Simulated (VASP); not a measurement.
# InP: molecular dynamics with a thermostat

InP, F-43m (no. 216), 8 atoms in the cell. PBE, molecular dynamics; PAW potentials In, P (PBE set).

Ensemble: Nose-Hoover; Target temperature (K): 600.

## Input

INCAR:
```
  GGA = PE
  PREC = Normal
  ENCUT = 260
  EDIFF = 1E-6
  NELMIN = 4
  NELM = 60
  ALGO = Normal
  LREAL = Auto
  LASPH = True
  ISMEAR = 0
  SIGMA = 0.05
  ISYM = 0
  LWAVE = False
  LCHARG = False
  IBRION = 0
  NSW = 60
  POTIM = 2.0
  TEBEG = 600
  ISIF = 2
  RANDOM_SEED = 668760 0 0
  MDALGO = 2
  SMASS = 0
  KPAR = 2
```

KPOINTS:
```
k-points
0
Monkhorst-Pack
  2 2 2
```

POSCAR:
```
InP
1.0
    5.8610000000      0.0000000000      0.0000000000
    0.0000000000      5.8610000000      0.0000000000
    0.0000000000      0.0000000000      5.8610000000
In P
4 4
Direct
    0.0000000000      0.0000000000      0.0000000000
    0.0000000000      0.5000000000      0.5000000000
    0.5000000000      0.0000000000      0.5000000000
    0.5000000000      0.5000000000      0.0000000000
    0.2500000000      0.2500000000      0.2500000000
    0.2500000000      0.7500000000      0.7500000000
    0.7500000000      0.2500000000      0.7500000000
    0.7500000000      0.7500000000      0.2500000000
```

Commands:
```
cat potpaw_PBE.64/In/POTCAR potpaw_PBE.64/P/POTCAR > POTCAR
mpirun -np 2 vasp_std > vasp.out
```

## Result

- Mean temperature (K): 596
- Standard error of the mean temperature (K): 62
- Relative fluctuation of the kinetic energy: 0.348
- Canonical value of that fluctuation: 0.309
- Rise of the mean potential energy above the start (meV/atom): 49.7
- Electronic steps per ionic step after the first: 4.0

Course of the run:

| Time (fs) | Temperature (K) | Potential energy less the first (meV/atom) |
|---|---|---|
| 2 | 600 | 0.0 |
| 12 | 496 | 12.3 |
| 20 | 366 | 30.9 |
| 30 | 387 | 40.8 |
| 38 | 648 | 33.8 |
| 48 | 1031 | 29.9 |
| 56 | 967 | 43.3 |
| 66 | 577 | 67.5 |
| 74 | 380 | 79.1 |
| 84 | 373 | 77.7 |
| 92 | 520 | 67.0 |
| 102 | 747 | 55.9 |
| 110 | 740 | 63.0 |
| 120 | 438 | 96.8 |

REPORT:
```
MDALGO =   2
               SCALING =       0
                 CNEXP =     9.000   14.000
           RANDOM_SEED =            668760                0                0

   original number of atomic DOF:         21
   number of independent constraints:      0
   number of active DOF:                  21

========================================
         MD step No.       1
========================================

  Atomic velocities initialized by STEP_tb

  >Energies
                    E_tot             E_pot             E_kin               EPS                ES
   e_b>   -0.32211321E+02   -0.32754216E+02    0.54289538E+00    0.00000000E+00    0.00000000E+00

  >Temperature
               T_sim     T_inst
   tmprt>    600.000    600.000

  >Thermostat:
           s(n+1) sdot(n+1)      s(n)   sdot(n)        Qs
   s_b>   0.00000   0.00000   0.00000   0.00000   0.09888

           RANDOM_SEED =            668760               48                0

[... steps left out ...]

========================================
         MD step No.      60
========================================

  >Energies
                    E_tot             E_pot             E_kin               EPS                ES
   e_b>   -0.32210280E+02   -0.31979572E+02    0.39634557E+00    0.12412022E-03   -0.62717756E+00

  >Temperature
               T_sim     T_inst
   tmprt>    600.000    438.035

  >Thermostat:
           s(n+1) sdot(n+1)      s(n)   sdot(n)        Qs
   s_b>  -0.58131  -0.00570  -0.57762  -0.00168   0.09888

           RANDOM_SEED =            668760               48                0
```

OSZICAR:
```
N       E                     dE             d eps       ncg     rms          rms(c)
DAV:   1     0.874263121353E+02    0.87426E+02   -0.77733E+03   168   0.693E+02
DAV:   2    -0.270669226462E+02   -0.11449E+03   -0.10904E+03   220   0.143E+02
DAV:   3    -0.345074057959E+02   -0.74405E+01   -0.73822E+01   208   0.398E+01
DAV:   4    -0.346472297432E+02   -0.13982E+00   -0.13953E+00   198   0.647E+00
DAV:   5    -0.346524318126E+02   -0.52021E-02   -0.52015E-02   232   0.106E+00    0.124E+01
DAV:   6    -0.330108416062E+02    0.16416E+01   -0.32808E+00   183   0.658E+00    0.761E+00
DAV:   7    -0.327688521164E+02    0.24199E+00   -0.12888E+00   220   0.408E+00    0.249E+00
DAV:   8    -0.327526395686E+02    0.16213E-01   -0.13721E-01   198   0.157E+00    0.719E-01
DAV:   9    -0.327538426790E+02   -0.12031E-02   -0.16519E-02   208   0.639E-01    0.226E-01
DAV:  10    -0.327540296029E+02   -0.18692E-03   -0.24720E-03   188   0.230E-01    0.534E-02
DAV:  11    -0.327541973963E+02   -0.16779E-03   -0.43368E-04   240   0.986E-02    0.652E-02
DAV:  12    -0.327542158368E+02   -0.18440E-04   -0.16501E-04   188   0.588E-02    0.412E-02
[... left out ...]
     58 T=   578. E= -.32210495E+02 F= -.32105569E+02 E0= -.32105569E+02  EK= 0.52325E+00 SP= -.63E+00 SK= 0.18E-03
     59 T=   509. E= -.32210369E+02 F= -.32043804E+02 E0= -.32043804E+02  EK= 0.46016E+00 SP= -.63E+00 SK= 0.36E-04
[... last step whole ...]
       N       E                     dE             d eps       ncg     rms          rms(c)
DAV:   1    -0.319795669453E+02    0.64237E-01   -0.28015E-05   306   0.820E-01    0.123E-02
DAV:   2    -0.319795721595E+02   -0.52143E-05   -0.82239E-05   168   0.493E-02    0.935E-03
DAV:   3    -0.319795720434E+02    0.11613E-06   -0.11183E-06   144   0.724E-03    0.602E-03
DAV:   4    -0.319795718587E+02    0.18471E-06   -0.30060E-07   104   0.338E-03
     60 T=   438. E= -.32210280E+02 F= -.31979572E+02 E0= -.31979572E+02  EK= 0.39635E+00 SP= -.63E+00 SK= 0.12E-03
```

Limits: 120 fs of 8 atoms are too short for converged averages.

VASP 6.6.1 took 91 s on 2 cores (Intel Xeon Platinum 8488C (Sapphire Rapids)), a shared host.
